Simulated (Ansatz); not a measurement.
# TaN: LAPW beside PAW

The same cell of TaN is computed with LAPW, all electrons, PAW on the default files and all-electron PAW on datasets made for the crystal, to set the results side by side.

Computed with Ansatz 0.2.0 (DFT PBE, scalar-relativistic, unless a step's input says otherwise).

## Step 1: Starting point

It takes space group P-6m2 (No. 187, hexagonal). Conventional cell: a = 2.938 Å, b = 2.938 Å, c = 2.883 Å, α = 90.00°, β = 90.00°, γ = 120.00°. Ta (site symmetry -6m2) is surrounded by 6 N at 2.23 Å. N (site symmetry -6m2) is surrounded by 6 Ta at 2.23 Å.

As a file:

```
Ta N
1.0
     2.93800    0.00000    0.00000
    -1.46900    2.54438    0.00000
     0.00000    0.00000    2.88300
Ta N
1 1
Direct
  0.33333 0.66667 0.50000
  0.00000 0.00000 0.00000
```

The cell is a deposited one (Crystallography Open Database entry 1538016); the temperature and pressure of the measurement aren't taken into account, and nothing was relaxed.

Atoms are numbered in the order of the input: Ta1, N2.

## Step 2: LAPW, all electrons

input.yaml reads:

```yaml
crystal:
  lattice:
    - [2.9379988584, 0.0, 0.0]
    - [-1.4689994292, 2.5443816477, 0.0]
    - [0.0, 0.0, 2.883]
  atoms:
    - { symbol: Ta, position: [0.3333333333, 0.6666666667, 0.5] }
    - { symbol: "N", position: [0.0, 0.0, 0.0] }
kpoints:
  mp_grid: { grid: [12, 12, 10] }
  band_path:
    path:
      - [0.0, 0.0, 0.0]
      - [0.5, 0.0, 0.0]
      - [0.3333333333, 0.3333333333, 0.0]
      - [0.0, 0.0, 0.0]
      - [0.0, 0.0, 0.5]
      - [0.5, 0.0, 0.5]
      - [0.3333333333, 0.3333333333, 0.5]
      - [0.0, 0.0, 0.5]
      - [0.5, 0.0, 0.5]
    npoints: 14
scf:
  occupations: { method: fermi_dirac, width: 0.02 }
hamiltonian:
  xc: pbe
  pseudopotentials: { kind: all_electron, lapw: { basis_error: 0.0005 } }
output:
  forces: true
  stress: true
  eigenvalues: true
  populations: true
  dos: { projected: true, de: 0.2, e_range: [-14, 8] }
```

On the command line:

```
ansatz run input.yaml --threads 1 --pin off --max-ram 2048MiB --backend cpu --events-out ev --progress --plain --runs-dir out
```

## Step 3: PAW on the default files

input.yaml, as its differences from that of step 2:

```diff
@@ -26,3 +26,3 @@
   xc: pbe
-  pseudopotentials: { kind: all_electron, lapw: { basis_error: 0.0005 } }
+  pseudopotentials: { kind: paw }
 output:
@@ -31,3 +31,9 @@
   eigenvalues: true
+  efg: { contact_densities: true }
   populations: true
+  bader: true
   dos: { projected: true, de: 0.2, e_range: [-14, 8] }
+  write_density: true
+  write_potential: true
+  elf: true
+  volumetric_format: npy
```

## Step 4: All-electron PAW on datasets made for the crystal

input.yaml, as its differences from that of step 3:

```diff
@@ -21,3 +21,3 @@
       - [0.5, 0.0, 0.5]
-    npoints: 14
+    npoints: 8
 scf:
@@ -26,3 +26,3 @@
   xc: pbe
-  pseudopotentials: { kind: paw }
+  pseudopotentials: { kind: all_electron, datasets: crystal }
 output:
@@ -32,8 +32 @@
   efg: { contact_densities: true }
-  populations: true
-  bader: true
-  dos: { projected: true, de: 0.2, e_range: [-14, 8] }
-  write_density: true
-  write_potential: true
-  elf: true
-  volumetric_format: npy
```

(Steps that only read results are left out.)

**Question.** What will these runs give? Wanted: pressure; gap; Bader charges; highest ELF.

**Answer**, as computed:

```
           quantity                                           value
           pressure  LAPW 4.85, PAW 4.68, crystal datasets 4.85 GPa
         gap (LAPW)                                            none
Bader charges (PAW)                           Ta1 +1.60, N2 -1.60 e
  highest ELF (PAW)                             0.83, 0.68 Å from N
```

**Reading.** At this geometry the cell is under compression of 4.8 GPa, so it would expand if let go. There is no gap at this level: the crystal is a metal or semimetal here, or the functional closes a real gap. Spin-orbit coupling is left out of this run, though the cell holds Ta; it can open or close small gaps. Ta 5d carries the largest share, 97 %, of the projected states within 0.3 eV of the Fermi level. The projection holds only the free atom's occupied shells (Ta 6s, Ta 5d, N 2s, N 2p in this range). The field gradient at Ta1, the largest by crystal datasets, is 5.30 by PAW and 5.89 by crystal datasets (10²¹ V/m²); frozen cores can miss part of the core's response. No spin–orbit coupling: at heavy atoms the gradients can be off by tens of per cent for that reason. In pressure, PAW differs from LAPW by -0.16 GPa. LAPW took about 3 times as long as PAW (64 s against 19 s, on a shared host and with the outputs that each input asks for).
